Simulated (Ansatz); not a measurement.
**SiO2: how settings move the results**

Aim, for SiO2: test the length of the Broyden history, then sweep the mixing preconditioner.

Method: DFT PBE, scalar-relativistic, plane waves, PAW, in Ansatz 0.2.0.

1 further run of the same task is left out (set aside as unsound or not needed).

## Step 1: The starting structure

The structure is hexagonal, space group P6_422 (No. 181). The conventional cell has a = 5.061 Å, b = 5.061 Å, c = 5.541 Å, α = 90.00°, β = 90.00°, γ = 120.00°. Around Si (site symmetry 222) lie 4 O at 1.61 Å. Around O (site symmetry 2) lie 2 Si at 1.61 Å.

Structure file:

```
CELL_PARAMETERS angstrom
5.06052 0.00000 0.00000
-2.53026 4.38254 0.00000
0.00000 0.00000 5.54135
ATOMIC_POSITIONS crystal
Si 0.00000 0.50000 0.33333
Si 0.50000 0.50000 0.66667
Si 0.50000 0.00000 0.00000
O 0.58279 0.79139 0.83333
O 0.79139 0.58279 0.50000
O 0.79139 0.20861 0.16667
O 0.41721 0.20861 0.83333
O 0.20861 0.41721 0.50000
O 0.20861 0.79139 0.16667
```

The structure comes from the Materials Project (structure only); it is used as listed.

## Step 2: The base run, which the others are set against

input.yaml

```yaml
crystal:
  lattice:
    - [5.0605222284, 0.0, 0.0]
    - [-2.5302611142, 4.3825408062, 0.0]
    - [0.0, 0.0, 5.54135331]
  atoms:
    - { symbol: Si, position: [0.0, 0.5, 0.33333333] }
    - { symbol: Si, position: [0.5, 0.5, 0.66666667] }
    - { symbol: Si, position: [0.5, 0.0, 0.0] }
    - { symbol: O, position: [0.58278926, 0.79139463, 0.83333333] }
    - { symbol: O, position: [0.79139463, 0.58278926, 0.5] }
    - { symbol: O, position: [0.79139463, 0.20860537, 0.16666667] }
    - { symbol: O, position: [0.41721074, 0.20860537, 0.83333333] }
    - { symbol: O, position: [0.20860537, 0.41721074, 0.5] }
    - { symbol: O, position: [0.20860537, 0.79139463, 0.16666667] }
basis:
  ecutwfc: 420
kpoints:
  mp_grid: { grid: [6, 6, 4] }
hamiltonian:
  xc: pbe
scf:
  occupations: { method: gaussian, width: 0.02 }
output:
  forces: true
  stress: true
  eigenvalues: true
  populations: true
```

It was run beforehand and gave: -591.3489 eV/atom at zero smearing, pressure 4.98 GPa, largest force 0.248 eV/Å, gap on the mesh 5.72 eV, in 6 SCF cycles and 2.2 s.

## Step 3: Length of the Broyden history: 1

input.yaml

```yaml
crystal:
  lattice:
    - [5.0605222284, 0.0, 0.0]
    - [-2.5302611142, 4.3825408062, 0.0]
    - [0.0, 0.0, 5.54135331]
  atoms:
    - { symbol: Si, position: [0.0, 0.5, 0.3333333333] }
    - { symbol: Si, position: [0.5, 0.5, 0.6666666667] }
    - { symbol: Si, position: [0.5, 0.0, 0.0] }
    - { symbol: O, position: [0.58278926, 0.79139463, 0.8333333333] }
    - { symbol: O, position: [0.79139463, 0.58278926, 0.5] }
    - { symbol: O, position: [0.79139463, 0.20860537, 0.1666666667] }
    - { symbol: O, position: [0.41721074, 0.20860537, 0.8333333333] }
    - { symbol: O, position: [0.20860537, 0.41721074, 0.5] }
    - { symbol: O, position: [0.20860537, 0.79139463, 0.1666666667] }
basis:
  ecutwfc: 420
kpoints:
  mp_grid: { grid: [6, 6, 4] }
hamiltonian:
  xc: pbe
scf:
  occupations: { method: gaussian, width: 0.02 }
  mixing: { ndim: 1, algorithm: broyden }
  max_iter: 120
  lower_state_search: "off"
  initial_density: { chi_scale: 0, normalization: atom }
output:
  forces: true
  stress: true
  eigenvalues: true
```

Launch:

```sh
ansatz run input.yaml --threads 2 --pin off --max-ram 5120MiB --backend cpu --events-out ev --progress --plain --runs-dir out
```

The program printed, cut to the lines that bear on the results:

```text
Warning: RAYON_NUM_THREADS=2 ignored (pool sized by the plan → 2); use --threads N
[...]
Pseudopotentials: kind: paw
Pseudopotential: Si, paw, valence charge 4, recommended cutoff 420 eV (normal), Si.paw.azcp
Pseudopotential: O, paw, valence charge 6, recommended cutoff 420 eV (normal), O.paw.azcp
Functional definition: PBE
[...]
Crystal: 9 atoms, lattice volume = 122.896 Å³
Basis set: ecut = 420 eV, 2449 PW (Γ), exchange–correlation on 72×72×80 points (8 copies of the dense FFT grid, shifted against one another)
Bands: 33, of which v1, the nominal top of the filled ones, is band 24 counted from 1 (23 counted from 0)
Symmetry: 12 space group operations
Space group: P6422 (ITA 181), of the structure as read, at distance tolerance 5.0e-5 Å
k-points: 21 of 144 (time reversal used)
[...]
SCF iter   1: F=—  HF=-5331.822453 eV  |F-HF|=—  |Δ(HF+E_count)|=         —  Δρ=1.67e-1  dr2=3.10e1  ethr=3.10e-3  ⟨swp⟩=6.9  Hψ=3504  notcnv=0
[...]
SCF iter  13: F=-5322.139972 eV  HF=-5322.139971 eV  |F-HF|=1.01e-7  |Δ(HF+E_count)|=   2.67e-7  Δρ=7.39e-6  dr2=3.96e-8  ethr=2.08e-10  ⟨swp⟩=9.7  Hψ=2948  notcnv=0
[...]
SCF converged after 13 iterations
Stability not checked: this state was not tested for a lower state beside it, because the mixer in use, unlike msr1, does not test its closes by its own steps (another_mixer; see scf.mixing.algorithm and scf.lower_state_search)
Free energy (F): -5322.139972 eV
[...]
E sigma→0 (E₀):  -5322.139972 eV
Fermi energy:    4.716605 eV
[...]
--- Forces (eV/Å), atoms counted from 1 ---
  atom   1  Si     0.00000000    -0.00000000     0.00000000
  atom   2  Si     0.00000000     0.00000000     0.00000000
  atom   3  Si    -0.00000000    -0.00000000     0.00000000
  atom   4  O      0.21450089     0.12384215     0.00000000
  atom   5  O      0.00000000     0.24768429     0.00000000
  atom   6  O      0.21450089    -0.12384215    -0.00000000
  atom   7  O     -0.21450089    -0.12384215     0.00000000
  atom   8  O      0.00000000    -0.24768429     0.00000000
[...]
--- Stress (GPa, compression-positive) ---
        5.011737       0.000000      -0.000000
        0.000000       5.011737       0.000000
       -0.000000       0.000000       4.918648
  P = ⅓ Tr σ = 4.9807 GPa (49.807 kbar)
--- Band table (eV; the first three rows and the last of 21) ---
[...]
```

It took 2.6 s on 2 threads of Intel Xeon 6975P-C (Granite Rapids), shared host; peak memory 0.38 GiB.

This run gives -591.3489 eV/atom at zero smearing, pressure 4.98 GPa, largest force 0.248 eV/Å and a gap of 5.72 eV on the mesh.

## Step 4: Length of the Broyden history set to 2

input.yaml, as its differences from that of step 3:

```diff
@@ -23,3 +23,3 @@
   occupations: { method: gaussian, width: 0.02 }
-  mixing: { ndim: 1, algorithm: broyden }
+  mixing: { ndim: 2, algorithm: broyden }
   max_iter: 120
```

Launch:

```sh
ansatz run input.yaml --threads 2 --pin off --max-ram 5120MiB --backend cpu --events-out ev --progress --plain --runs-dir out
```

The program printed, cut to the lines that bear on the results:

```text
Warning: RAYON_NUM_THREADS=2 ignored (pool sized by the plan → 2); use --threads N
[...]
[... 4 set-up lines as earlier in the session ...]
[...]
Crystal: 9 atoms, lattice volume = 122.896 Å³
Basis set: ecut = 420 eV, 2449 PW (Γ), exchange–correlation on 72×72×80 points (8 copies of the dense FFT grid, shifted against one another)
Bands: 33, of which v1, the nominal top of the filled ones, is band 24 counted from 1 (23 counted from 0)
[... 2 set-up lines as earlier in the session ...]
k-points: 21 of 144 (time reversal used)
[...]
Free energy (F): -5322.139972 eV
[...]
E sigma→0 (E₀):  -5322.139972 eV
Fermi energy:    4.716657 eV
[...]
--- Forces (eV/Å), atoms counted from 1 ---
  atom   1  Si     0.00000000     0.00000000     0.00000000
  atom   2  Si     0.00000000     0.00000000     0.00000000
  atom   3  Si     0.00000000     0.00000000    -0.00000000
  atom   4  O      0.21458021     0.12388794     0.00000000
  atom   5  O      0.00000000     0.24777588    -0.00000000
  atom   6  O      0.21458021    -0.12388794     0.00000000
  atom   7  O     -0.21458021    -0.12388794    -0.00000000
  atom   8  O      0.00000000    -0.24777588    -0.00000000
[...]
--- Stress (GPa, compression-positive) ---
        5.012144       0.000000       0.000000
        0.000000       5.012144      -0.000000
       -0.000000      -0.000000       4.918954
  P = ⅓ Tr σ = 4.9811 GPa (49.811 kbar)
--- Band table (eV; the first three rows and the last of 21) ---
[...]
```

Wall time 2.3 s (2 threads of Intel Xeon 6975P-C (Granite Rapids), shared host); peak memory 0.36 GiB.

Result: -591.3489 eV/atom at zero smearing, pressure 4.98 GPa, largest force 0.248 eV/Å and a gap of 5.72 eV on the mesh.

## Step 5: Length of the Broyden history set to 5

input.yaml, as its differences from that of step 4:

```diff
@@ -23,3 +23,3 @@
   occupations: { method: gaussian, width: 0.02 }
-  mixing: { ndim: 2, algorithm: broyden }
+  mixing: { ndim: 5, algorithm: broyden }
   max_iter: 120
```

Launch:

```sh
ansatz run input.yaml --threads 2 --pin off --max-ram 5120MiB --backend cpu --events-out ev --progress --plain --runs-dir out
```

The program printed, cut to the lines that bear on the results:

```text
Warning: RAYON_NUM_THREADS=2 ignored (pool sized by the plan → 2); use --threads N
[...]
[... 4 set-up lines as earlier in the session ...]
[...]
Crystal: 9 atoms, lattice volume = 122.896 Å³
Basis set: ecut = 420 eV, 2449 PW (Γ), exchange–correlation on 72×72×80 points (8 copies of the dense FFT grid, shifted against one another)
Bands: 33, of which v1, the nominal top of the filled ones, is band 24 counted from 1 (23 counted from 0)
[... 2 set-up lines as earlier in the session ...]
k-points: 21 of 144 (time reversal used)
[...]
Free energy (F): -5322.139972 eV
[...]
E sigma→0 (E₀):  -5322.139972 eV
Fermi energy:    4.716598 eV
[...]
--- Forces (eV/Å), atoms counted from 1 ---
  atom   1  Si     0.00000000     0.00000000     0.00000000
  atom   2  Si    -0.00000000     0.00000000     0.00000000
  atom   3  Si     0.00000000    -0.00000000    -0.00000000
  atom   4  O      0.21450112     0.12384228     0.00000000
  atom   5  O      0.00000000     0.24768455    -0.00000000
  atom   6  O      0.21450112    -0.12384228     0.00000000
  atom   7  O     -0.21450112    -0.12384228     0.00000000
  atom   8  O      0.00000000    -0.24768455     0.00000000
[...]
--- Stress (GPa, compression-positive) ---
        5.011829       0.000000       0.000000
        0.000000       5.011829      -0.000000
        0.000000       0.000000       4.918706
  P = ⅓ Tr σ = 4.9808 GPa (49.808 kbar)
--- Band table (eV; the first three rows and the last of 21) ---
[...]
```

Run time: 2.2 s. Hardware: 2 threads of Intel Xeon 6975P-C (Granite Rapids), shared host; peak memory 0.38 GiB.

Result: -591.3489 eV/atom at zero smearing, pressure 4.98 GPa, largest force 0.248 eV/Å and a gap of 5.72 eV on the mesh.

## Step 6: Length of the Broyden history set to 8

input.yaml, as its differences from that of step 5:

```diff
@@ -23,3 +23,3 @@
   occupations: { method: gaussian, width: 0.02 }
-  mixing: { ndim: 5, algorithm: broyden }
+  mixing: { ndim: 8, algorithm: broyden }
   max_iter: 120
```

Launch:

```sh
ansatz run input.yaml --threads 2 --pin off --max-ram 5120MiB --backend cpu --events-out ev --progress --plain --runs-dir out
```

The program printed, cut to the lines that bear on the results:

```text
Warning: RAYON_NUM_THREADS=2 ignored (pool sized by the plan → 2); use --threads N
[...]
[... 4 set-up lines as earlier in the session ...]
[...]
Crystal: 9 atoms, lattice volume = 122.896 Å³
Basis set: ecut = 420 eV, 2449 PW (Γ), exchange–correlation on 72×72×80 points (8 copies of the dense FFT grid, shifted against one another)
Bands: 33, of which v1, the nominal top of the filled ones, is band 24 counted from 1 (23 counted from 0)
[... 2 set-up lines as earlier in the session ...]
k-points: 21 of 144 (time reversal used)
[...]
Free energy (F): -5322.139972 eV
[...]
E sigma→0 (E₀):  -5322.139972 eV
Fermi energy:    4.716631 eV
[...]
--- Forces (eV/Å), atoms counted from 1 ---
  atom   1  Si     0.00000000     0.00000000     0.00000000
  atom   2  Si     0.00000000     0.00000000     0.00000000
  atom   3  Si    -0.00000000    -0.00000000    -0.00000000
  atom   4  O      0.21451134     0.12384818     0.00000000
  atom   5  O      0.00000000     0.24769636    -0.00000000
  atom   6  O      0.21451134    -0.12384818     0.00000000
  atom   7  O     -0.21451134    -0.12384818     0.00000000
  atom   8  O      0.00000000    -0.24769636     0.00000000
[...]
--- Stress (GPa, compression-positive) ---
        5.011919       0.000000      -0.000000
        0.000000       5.011919      -0.000000
        0.000000      -0.000000       4.918782
  P = ⅓ Tr σ = 4.9809 GPa (49.809 kbar)
--- Band table (eV; the first three rows and the last of 21) ---
[...]
```

It took 2.1 s on 2 threads of Intel Xeon 6975P-C (Granite Rapids), shared host; peak memory 0.39 GiB.

Read-out: -591.3489 eV/atom at zero smearing, pressure 4.98 GPa, largest force 0.248 eV/Å and a gap of 5.72 eV on the mesh.

(Part 1 of 2 ends here.)
